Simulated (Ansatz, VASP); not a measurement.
# Cu in VASP and in Ansatz

INCAR

```
ALGO = Normal
EDIFF = 1E-6
ENCUT = 520
GGA = PE
ISIF = 2
ISMEAR = 0
LASPH = True
LCHARG = False
LREAL = False
LWAVE = False
NBANDS = 18
NELM = 100
PREC = Accurate
SIGMA = 0.1
```

The input KPOINTS:

```
k-points
0
Gamma
  14 16 14
```

File POSCAR:

```
Cu
1.0
    1.4677704159     -4.1632161663     -0.0632134642
    1.1496601751      4.0657390711     -0.0131111013
   -0.0775325198      0.0155956218      2.5171333582
Cu
2
Direct
    0.1388016426      0.8843668771      0.2510462552
    0.8611983574      0.1156331229      0.7489537448
```

Input for Ansatz:

```yaml
crystal:
  lattice:
    - [1.4677704159, -4.1632161663, -0.0632134642]
    - [1.1496601751, 4.0657390711, -0.0131111013]
    - [-0.0775325198, 0.0155956218, 2.5171333582]
  atoms:
    - { symbol: Cu, position: [0.1388016426, 0.8843668771, 0.2510462552] }
    - { symbol: Cu, position: [0.8611983574, 0.1156331229, 0.7489537448] }
basis:
  ecutwfc: 420
kpoints:
  mp_grid: { grid: [14, 16, 14] }
hamiltonian:
  xc: pbe
scf:
  occupations: { method: gaussian, width: 0.1 }
output:
  forces: true
  stress: true
  eigenvalues: true
```

Alike in both runs: task single point; functional PBE; k mesh 14 × 16 × 14; occupations gaussian, width 0.1 eV; no spin polarisation.

|  | VASP | Ansatz |
| --- | --- | --- |
| version | VASP 6.6.1 | Ansatz 0.2.0 |
| potentials or method | VASP PAW PBE potentials, release 64 (Cu) | scalar-relativistic, plane waves, PAW |
| plane-wave cutoff (eV) | 520 | 420 |
| valence electrons in the cell | 22 | 38 |

|  | VASP | Ansatz | Ansatz less VASP |
| --- | --- | --- | --- |
| gap on the k mesh at the Fermi level (eV) | none | none | - |
| pressure (GPa) | -6.4 | -7.0 | -0.62 |
| largest component of the traceless stress (GPa) | 6.08 | 6.00 | -0.085 |
| rms of the force components (eV/Å) | 0.411 | 0.411 | -0.0006 |

Atom by atom the forces differ by 0.001 eV/Å (rms over components). A gap of «none» marks a metal or a gap that the smearing closes. The two sets of potentials don't hold the same shells in valence.
